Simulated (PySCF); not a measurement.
Isomers of C7H8O. Level of theory: PBE0-D3(BJ)/def2-SVP geometry optimisation, gas phase (PySCF). Energies are electronic, without zero-point or thermal terms, for one conformer each. No frequencies were run at this level. Point groups hold within 0.08 Å.

Question: Order them by energy at this level, lowest first, and give relative energies in kcal/mol.
A. `C#CC1=C(C)COC1`
B. `[cH:1]1[cH:2][c:3]([CH:4]2[CH2:5][CH2:6]2)[cH:7][o:8]1` with C2–C3–C4–C5 36°
C. `[CH3:1][c:2]1[cH:3][cH:4][c:5]([OH:6])[cH:7][cH:8]1` with C4–C5–O6–H 0°
D. `[OH:1][CH2:2][c:3]1[cH:4][cH:5][cH:6][cH:7][cH:8]1` with H–O1–C2–C3 -56°, O1–C2–C3–C4 -29°
E. `[CH2:1]=[CH:2][CH2:3][c:4]1[cH:5][cH:6][o:7][cH:8]1` with C1–C2–C3–C4 120°, C2–C3–C4–C5 -57°
F. `[CH3:1][c:2]1[cH:3][cH:4][cH:5][c:6]([OH:7])[cH:8]1` with C5–C6–O7–H 180°

Answer: F (0.0), C (0.5), D (8.3), B (36.9), E (37.4), A (68.3).

As drawn, the lowest has an aromatic ring and an O–H bond, which the highest lacks; the highest has a C≡C bond and a C=C bond outside aromatic rings, which the lowest lacks. Neighbours under 2.5 kcal/mol apart (Cc1cccc(O)c1 and Cc1ccc(O)cc1; c1cc(C2CC2)co1 and C=CCc1ccoc1) can change places with a better method, another conformer or zero-point energy.

```tsv
SMILES	E (Eh)	E rel (kcal/mol)	dipole (D)	point group	A, B, C (MHz)
Cc1cccc(O)c1	-346.14891	0.0	1.68	–	3668, 1801, 1217
Cc1ccc(O)cc1	-346.14806	0.5	1.34	–	5508, 1460, 1163
OCc1ccccc1	-346.13565	8.3	1.38	C1	4869, 1488, 1169
c1cc(C2CC2)co1	-346.09004	36.9	0.87	Cs	6017, 1367, 1221
C=CCc1ccoc1	-346.08936	37.4	0.50	C1	6016, 1188, 1051
C#CC1=C(C)COC1	-346.04012	68.3	1.72	–	3262, 1797, 1185
```
